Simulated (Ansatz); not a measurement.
# InSe: the cost of one run

Computed with Ansatz 0.2.0 (DFT PBE+D3(BJ), scalar-relativistic, plane waves, PAW, and further levels as typed in the inputs, unless a step's input says otherwise).

## 1. The structure to begin with

The structure is trigonal, space group R3m (No. 160). The conventional cell has a = 4.000 Å, b = 4.000 Å, c = 25.320 Å, α = 90.00°, β = 90.00°, γ = 120.00°. In (site symmetry 3m) is surrounded by 3 Se at 2.64 Å and 1 In at 2.82 Å. In (site symmetry 3m) has 3 Se at 2.63 Å and 1 In at 2.82 Å as nearest neighbours. Se (site symmetry 3m) is surrounded by 3 In at 2.64 Å. Around Se (site symmetry 3m) lie 3 In at 2.63 Å.

Coordinates:

```
In Se
1.0
     4.00000    0.00000    0.00000
    -2.00000    3.46410    0.00000
     0.00000    0.00000   25.32000
In Se
6 6
Direct
  0.00000 0.00000 0.00000
  0.66667 0.33333 0.22193
  0.66667 0.33333 0.33333
  0.33333 0.66667 0.55527
  0.33333 0.66667 0.66667
  0.00000 0.00000 0.88860
  0.33333 0.66667 0.05017
  0.00000 0.00000 0.17190
  0.00000 0.00000 0.38350
  0.66667 0.33333 0.50523
  0.66667 0.33333 0.71683
  0.33333 0.66667 0.83857
```

## 2. Relaxing cell and atoms: InSe, no spin

input.yaml reads:

```yaml
crystal:
  lattice:
    - [4.0, 0.0, 0.0]
    - [-2.0, 3.4641016152, 0.0]
    - [0.0, 0.0, 25.32]
  atoms:
    - { symbol: In, position: [0.0, 0.0, 0.0] }
    - { symbol: In, position: [0.6666666667, 0.3333333333, 0.2219333333] }
    - { symbol: Se, position: [0.3333333333, 0.6666666667, 0.0501666667] }
    - { symbol: Se, position: [0.0, 0.0, 0.1719] }
    - { symbol: In, position: [0.6666666667, 0.3333333333, 0.3333333333] }
    - { symbol: In, position: [0.3333333333, 0.6666666667, 0.5552666667] }
    - { symbol: Se, position: [0.0, 0.0, 0.3835] }
    - { symbol: Se, position: [0.6666666667, 0.3333333333, 0.5052333333] }
    - { symbol: In, position: [0.3333333333, 0.6666666667, 0.6666666667] }
    - { symbol: In, position: [0.0, 0.0, 0.8886] }
    - { symbol: Se, position: [0.6666666667, 0.3333333333, 0.7168333333] }
    - { symbol: Se, position: [0.3333333333, 0.6666666667, 0.8385666667] }
scf:
  occupations: { method: gaussian, width: 0.02 }
  n_extra_bands: 6
output:
  forces: true
  stress: true
  write_density: true
  write_potential: true
  elf: true
  volumetric_format: npy
kpoints:
  mp_grid: { grid: [8, 8, 2] }
hamiltonian:
  xc: pbe
  dispersion: d3bj
relax:
  f_tol: 0.005
  max_steps: 100
  cell: { stress_tol: 0.05, fix: [a, b, angles] }
```

Command:

```bash
> ansatz run input.yaml --threads 8 --pin off --max-ram 24576MiB --backend cpu --events-out ev --progress --plain --runs-dir out
```

**Question.** How long does this run take on 8 threads of Intel Xeon 6975P-C (Granite Rapids), shared host, and how much memory does it need?

About 21 s, with a peak of 1.8 GiB.
